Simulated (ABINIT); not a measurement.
The system is AlFe.

```xyz
2
Lattice="2.9100 0.0000 0.0000 0.0000 2.9100 0.0000 0.0000 0.0000 2.9100" Properties=species:S:1:pos:R:3 pbc="T T T"
Fe    1.4550    1.4550    1.4550
Al    0.0000    0.0000    0.0000
```

* Program: ABINIT 10.8.3 (patched build)
* Task: relaxation of cell and atoms
* Functional: PBEsol
* Potentials or basis: JTH PAW PBE v2.0
* Cutoff: 707 eV
* k mesh: 7 × 7 × 7
* Occupations: fermi-dirac, width 0.05 eV
* Spin: collinear spin, ferromagnetic start
* Starting moments: [3.0, 0.0] μB

At the start: pressure -10.7 GPa; volume 12.32 Å³/atom.

Where does the relaxation end?

Over 5 steps the energy falls by 27.8 meV/atom and the volume is 11.53 Å³/atom (-6.4 %); space group Pm-3m (No. 221, to 0.05 Å); moment 0.65 μB per cell.

Step by step:
```
step  energy change (eV)  largest force (eV/Å)  pressure (GPa)  volume (Å³)
   1              0.0000                0.0000          -10.69        24.64
   2             -0.0412                0.0000           -5.72        23.85
   3             -0.0555                0.0000            0.46        23.01
   4             -0.0555                0.0000           -0.02        23.07
   5             -0.0555                0.0000            0.00        23.07
```

Final structure:
```xyz
2
Lattice="2.8466 0.0000 0.0000 0.0000 2.8466 0.0000 0.0000 0.0000 2.8466" Properties=species:S:1:pos:R:3 pbc="T T T"
Fe    1.4233    1.4233    1.4233
Al    0.0000    0.0000    0.0000
```

Caveat: Libxc's GGAs can fail where the two spin gradients oppose each other; the PAW data sets were made with another functional, which shifts forces and pressure a little.
